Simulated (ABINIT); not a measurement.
# Te2Mo: equation of state with PBE

The system is Te2Mo.

```
CELL_PARAMETERS angstrom
3.51820 0.00000 0.00000
-1.75910 3.04685 0.00000
0.00000 0.00000 13.97360
ATOMIC_POSITIONS crystal
Te 0.66667 0.33333 0.37900
Te 0.33333 0.66667 0.87900
Te 0.66667 0.33333 0.12100
Te 0.33333 0.66667 0.62100
Mo 0.66667 0.33333 0.75000
Mo 0.33333 0.66667 0.25000
```

```yaml
Program: ABINIT 10.8.3 (patched build)
Task: equation of state
Functional: PBE
Potentials_or_basis: JTH PAW PBE v2.0
Cutoff: 408 eV
k_mesh: 9 × 9 × 2
Occupations: fermi-dirac, width 0.05 eV
Spin: no spin polarisation
Fine-grid_cutoff: 816.342 eV
```

* Equilibrium volume: 25.92 Å³/atom
* Bulk modulus at fixed shape and positions: 93 GPa
* Pressure derivative of the bulk modulus: 5.1

Energy against volume, from the lowest point:
| volume (Å³/atom) | energy (meV/atom) |
| --- | --- |
| 23.467 | 82.30 |
| 23.966 | 49.98 |
| 24.466 | 26.62 |
| 24.965 | 11.03 |
| 25.464 | 2.41 |
| 25.963 | 0.00 |
| 26.463 | 3.16 |

Run time: 13 min on 1 thread of AMD EPYC 7R43 64-Core Processor (Zen 3), on a shared host, peak memory 0.22 GiB.

Caveat: pressures at fixed basis lie under the slope of the energies; the cell was scaled at fixed shape and fractional positions, which overstates the stiffness of a crystal with free parameters, most of all of layers and chains; this functional lacks dispersion, which binds the layers, so the pressure and a relaxed spacing across them are unreliable. The run has no spin-orbit coupling, so splittings on Te are missing.
